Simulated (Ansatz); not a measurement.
# PbTiO₃: the volume at rest

PbTiO₃ in the perovskite structure, starting from this typed cell of 12.51 Å³ an atom.

```yaml
# lattice in Å, fractional positions
crystal:
  lattice:
    - [3.97000, 0.00000, 0.00000]
    - [0.00000, 3.97000, 0.00000]
    - [0.00000, 0.00000, 3.97000]
  atoms:
    - { symbol: Pb, position: [0.00000, 0.00000, 0.00000] }
    - { symbol: Ti, position: [0.50000, 0.50000, 0.50000] }
    - { symbol: O, position: [0.50000, 0.50000, 0.00000] }
    - { symbol: O, position: [0.50000, 0.00000, 0.50000] }
    - { symbol: O, position: [0.00000, 0.50000, 0.50000] }
```

Method (Ansatz, development build): k mesh 4×4×4; fixed occupations; no spin. Cell and atoms are relaxed to zero stress with the symmetry kept and no dispersion correction.

Caveats: coarse k mesh.

Question: What volume results under PBE, LDA, PBEsol, and how much do the potentials matter?

Answer: 
```
functional                                  potentials  cutoff (eV)  volume (Å³/atom)  change (%)
       PBE  all-electron PAW datasets (no frozen core)          560             12.49        -0.2
       PBE                        Ansatz hand-made PAW          930             12.49        -0.2
       PBE                  PseudoDojo norm-conserving         1143             12.46        -0.5
       PBE                      Ansatz norm-conserving         1240             12.48        -0.3
       LDA                        Ansatz hand-made PAW          930             11.73        -6.2
       LDA                  PseudoDojo norm-conserving         1143             11.72        -6.4
    PBEsol                        Ansatz hand-made PAW          930             12.05        -3.7
    PBEsol                  PseudoDojo norm-conserving         1143             12.02        -3.9
```

From smallest to largest: LDA, PBEsol, PBE.
